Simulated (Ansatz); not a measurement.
## Dielectric response of KI (001) films: cost of one run

Ansatz 0.2.0; plane-wave DFT, PBE, Ansatz PAW. The cell holds 16 atoms.

input.yaml reads:

```yaml
crystal:
  lattice:
    - [4.99924494, 0.0, 0.0]
    - [0.0, 4.99924494, 0.0]
    - [0.0, 0.0, 42.745]
  atoms:
    - { symbol: K, position: [0.5, 0.5, 0.2063461007] }
    - { symbol: I, position: [0.0, 0.0, 0.2035257789] }
    - { symbol: K, position: [0.0, 0.0, 0.2882626119] }
[... 7 atom lines left out ...]
    - { symbol: K, position: [0.0, 0.0, 0.6264485777] }
    - { symbol: I, position: [0.5, 0.5, 0.6268340328] }
    - { symbol: K, position: [0.5, 0.5, 0.7117373889] }
    - { symbol: I, position: [0.0, 0.0, 0.7106883816] }
    - { symbol: K, position: [0.0, 0.0, 0.793653901] }
    - { symbol: I, position: [0.5, 0.5, 0.7964742216] }
kpoints:
  mp_grid: { grid: [6, 6, 1] }
hamiltonian:
  xc: pbe
scf:
  occupations: { method: fixed }
  convergence: { dr2_threshold: 1.0e-10 }
efield:
  axis: 3
  dipole_correction: true
  ramp_position: 0.97
  ramp_width: 0.06
  amplitude: 0.05
relax:
  f_tol: 0.0006
  max_steps: 70
output:
  write_potential: true
  write_density: true
  volumetric_format: npy
```

Launch:

```sh
ansatz run input.yaml --threads 4 --pin off --max-ram 12288MiB --backend cpu --events-out ev --progress --plain --runs-dir out
```

The cutoff in use is 420 eV. For reference, a run of the same kind (10 atoms, 10 k-points, 78 bands and 15,823 plane waves; 39 SCF cycles) took 71 s and 1.6 GiB on the same hardware.

What time and memory should one allow on 4 threads of Arm Neoverse V1, shared host?

A cutoff of 420 eV is a sphere of radius 10.5 Å⁻¹, so a cell of 1068 Å³ holds about V·G³/6π² = 20,878 plane waves. At two electrons a band, the 208 electrons need 104 bands, and 21 more are carried. Symmetry cuts the 6×6×1 mesh from 36 to 10 points. The run has 10 k-points, 125 bands and 20,979 plane waves. Taking the work of a cycle as k-points × spins × bands × plane waves, that is 2.1 times the reference, or 2.5 min at the reference's 39 cycles. The run needed 30 SCF cycles over 4 ionic steps, which makes it about 1.9 min. One copy of the wavefunctions takes 0.39 GiB at 16 bytes a coefficient, against 0.18 GiB in the reference; grids, projectors and work arrays come on top. Measured: about 2.6 min, with a peak of 2.9 GiB. The run took longer than the estimate, which leaves out the steps that grow as the square of the band count.

[Logs are printed without paths, hosts, clocks, repeated set-up lines and the standing remarks that a program may print on its own settings, such as how far it seeks lower states.]

[Hosts, paths, dates, database ids (printed as entryN), source tags and the programs' standing remarks are cut or masked in the printed files.]

[Maps of the electrostatic potential energy from Ansatz leave out the sawtooth potential of an applied field or a dipole correction, so their vacuum need not be flat; planar profiles and work functions include it.]
